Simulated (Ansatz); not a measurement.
Sb:

```
CELL_PARAMETERS angstrom
-1.57654 1.57654 2.71194
1.57654 -1.57654 2.71194
1.57654 1.57654 -2.71194
ATOMIC_POSITIONS crystal
Sb 0.00000 0.00000 0.00000
```

This isn't the form of Sb at room conditions, which is rhombohedral.

| Property | Result |
| --- | --- |
| Program | Ansatz 0.2.0 |
| Task | relaxation of cell and atoms |
| Functional | B3LYP |
| Potentials or basis | Ansatz PAW |
| Cutoff | 420 eV (not typed: the program's choice for these potentials) |
| k mesh | 6 × 6 × 6 |
| Occupations | fermi-dirac, width 0.05 eV |
| Spin | no spin polarisation |

At the start: volume 26.96 Å³/atom.

Problem. How do energy, volume and symmetry change on relaxing?

Solution. It ends after 5 steps and the volume is 28.81 Å³/atom (+6.9 %); space group I4/mmm (No. 139, to 0.05 Å).

The path:
```
step  energy change (eV)  largest force (eV/Å)  volume (Å³)
   1              0.0000                0.0000        26.96
   2             -0.0187                0.0000        29.69
   3             -0.0250                0.0000        28.90
   4             -0.0252                0.0000        28.81
   5             -0.0256                0.0000        28.81
```

Final structure:
```
CELL_PARAMETERS angstrom
-1.61790 1.61790 2.75148
1.61790 -1.61790 2.75148
1.61790 1.61790 -2.75148
ATOMIC_POSITIONS crystal
Sb 0.00000 0.00000 0.00000
```

Caveat: the k mesh is coarse (spacing up to 0.47 Å⁻¹), so the values aren't converged, least of all with exact exchange; the plane-wave basis is chosen anew once the cell has moved, so the energies of steps on either side of that aren't comparable; the PAW data sets come from PBE, with cores solved anew for the run's functional, which leaves a small shift of forces and pressure.
